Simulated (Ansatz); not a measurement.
## GaCo: one atom moved over a plane

Theory: Ansatz, DFT PBEsol, scalar-relativistic, plane waves, PAW. The runs took a 420 eV cutoff, a Γ-centred 16×16×16 mesh and Gaussian smearing (0.15 eV). No spin polarisation. A magnetic state may lie lower. Energies are free energies at this smearing, counted from the undisturbed cell; pressure is positive in compression.

Reference structure (as given, not relaxed at this level; it stands at -8.1 GPa, and it needn't be the usual structure):

```
CELL_PARAMETERS angstrom
2.88310 0.00000 0.00000
0.00000 2.88310 0.00000
0.00000 0.00000 2.88310
ATOMIC_POSITIONS crystal
Ga 0.50000 0.50000 0.50000
Co 0.00000 0.00000 0.00000
```

Atom 2 (Co) is moved by p along (0.707, 0.707, 0.000) and q along (0.000, 0.000, 1.000) (Å), all else fixed. Points are written (p, q). At -8 GPa the given cell is far from its own equilibrium, so these figures belong to a strongly strained crystal.

Energy above the undisturbed cell in eV/cell (a dash: not computed):

```
 p \ q  -0.200  -0.100  0.000  0.100  0.200
-0.200       ?    0.15   0.12   0.15      ?
-0.100       ?    0.06   0.03   0.06      ?
 0.000    0.11    0.03   0.00   0.03   0.11
 0.100       ?    0.06   0.03   0.06      ?
 0.200       ?    0.15   0.12   0.15      ?
```

**Question.** Fill in the withheld energies.

**Answer.** (-0.200, -0.200): 0.25; (-0.200, 0.200): 0.25; (-0.100, -0.200): 0.15; (-0.100, 0.200): 0.15; (0.100, -0.200): 0.15; (0.100, 0.200): 0.15; (0.200, -0.200): 0.25; (0.200, 0.200): 0.25.